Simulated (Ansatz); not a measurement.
NaH in the NiAs-type structure, relaxed with r2SCAN in Ansatz. It is hexagonal, P6_3/mmc (No. 194); conventional cell a = 3.319 Å, c = 5.831 Å, 13.91 Å³ an atom. Na is surrounded by 6 H at 2.41 Å; H is surrounded by 6 Na at 2.41 Å.

The axes x, y and z are those of this cell:
```yaml
crystal:
  lattice:
    - [3.31916, 0.00000, 0.00000]
    - [-1.65958, 2.87448, 0.00000]
    - [0.00000, 0.00000, 5.83095]
  atoms:
    - { symbol: Na, position: [0.00000, 0.00000, 0.00000] }
    - { symbol: Na, position: [0.00000, 0.00000, 0.50000] }
    - { symbol: H, position: [0.33333, 0.66667, 0.25000] }
    - { symbol: H, position: [0.66667, 0.33333, 0.75000] }
```

Unstrained: With PBE the valence top lies at Γ–K (0.80 of the way from Γ) and the conduction bottom at Γ, 3.387 eV higher; the smallest vertical gap, at k = (0, -1/2, 1/4), is 4.510 eV. With r2SCAN the valence top lies at Γ–K (0.80 of the way from Γ) and the conduction bottom at Γ, 3.984 eV higher; the smallest vertical gap, at k = (0, -1/2, 1/4), is 5.070 eV. With HSE06 the valence top lies at Γ–K (0.80 of the way from Γ) and the conduction bottom at Γ, 4.432 eV higher; the smallest vertical gap, at k = (0, -1/2, 1/4), is 5.568 eV. Meshes: PBE 12×12×4, r2SCAN 12×12×4, HSE06 6×6×4. Strains are changes of length per length. After each strain the atoms were relaxed again with r2SCAN within the symmetry that the strain leaves, so tilts or polar shifts that break it weren't tested; points keep the names that they have in the unstrained zone. The calculation is spin-unpolarised, and the structure need not be a phase that has been made.

Task: Estimate what isotropic -1.48 % on every length does to the gap.

Result: r2SCAN: the gap goes from 3.984 to 4.069 eV (+0.085 eV); the edges go from Γ–K (0.80) → Γ to (0.266, 0.271, 0) → Γ. HSE06: the gap goes from 4.432 to 4.526 eV (+0.094 eV); the edges go from Γ–K (0.80) → Γ to (0.266, 0.271, 0) → Γ. The r2SCAN energy rises by 2.1 meV an atom.

Task: Estimate what uniaxial -5.53 % along x, other directions held does to the gap.

Result: r2SCAN: the gap goes from 3.984 to 3.845 eV (-0.139 eV); the edges go from Γ–K (0.80) → Γ to Γ–K (0.79) → Γ. HSE06: the gap goes from 4.432 to 4.301 eV (-0.131 eV); the edges go from Γ–K (0.80) → Γ to Γ–K (0.79) → Γ. The r2SCAN energy rises by 8.3 meV an atom.

Where an edge lies off the special points, it is a point of the mesh or the k point where a search put PBE's edge or least direct gap, reused for the other functionals, whose own edges may lie a little apart.

Coordinates of k points refer to the reciprocal vectors of the primitive cell of the runs.

The meshes of the hybrids are coarse, so their gaps aren't converged to the digits shown.
